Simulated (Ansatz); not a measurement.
The cell of C is invented: 4-connected net of one element (Cmmm, No. 65). Its size is a rough estimate.

```yaml
crystal:
  lattice:
    - [1.26001, -2.91127, 0.00000]
    - [1.26001, 2.91127, 0.00000]
    - [0.00000, 0.00000, 2.23254]
  atoms:
    - { symbol: C, position: [0.67805, 0.32195, 0.50000] }
    - { symbol: C, position: [0.32195, 0.67805, 0.50000] }
    - { symbol: C, position: [0.50000, 0.50000, 0.00000] }
```

Computed with DFT PBE, scalar-relativistic, plane waves, PAW (Ansatz). Cutoff 420 eV, Gaussian smearing, Γ-centred meshes. Cell and atoms relax first on a coarse mesh and then on a finer one. In between, the cell is made exact in the group found at 0.06 Å. In metals the finer mesh still leaves noise of several meV/atom or more. The steps can't lower the symmetry of their start. No spin polarisation in the relaxation; trial moments died out in a coarse test.

A guess keeps its type if space group and coordination stay and the shape of the cell changes little (axis ratios within about 15 %, angles within 6°); the volume may change.

Task: Does this structure survive the relaxation?

Result: It keeps its type. The symmetry stays Cmmm (No. 65). The volume per atom grows by 13.2 %, from 5.5 to 6.2 Å³. The shortest distance goes from 1.51 Å (C–C) to 1.49 Å (C–C). Counting neighbours within 15 % of an atom's shortest distance, the start has C 4 and the end C 4.

The last run used a 20×20×18 mesh (in the run's order of axes) for its 3-atom cell and Gaussian smearing of 0.10 eV. A later test with randomly moved atoms led to a structure 1025 meV/atom lower, so this end is a saddle point or a shallow minimum.
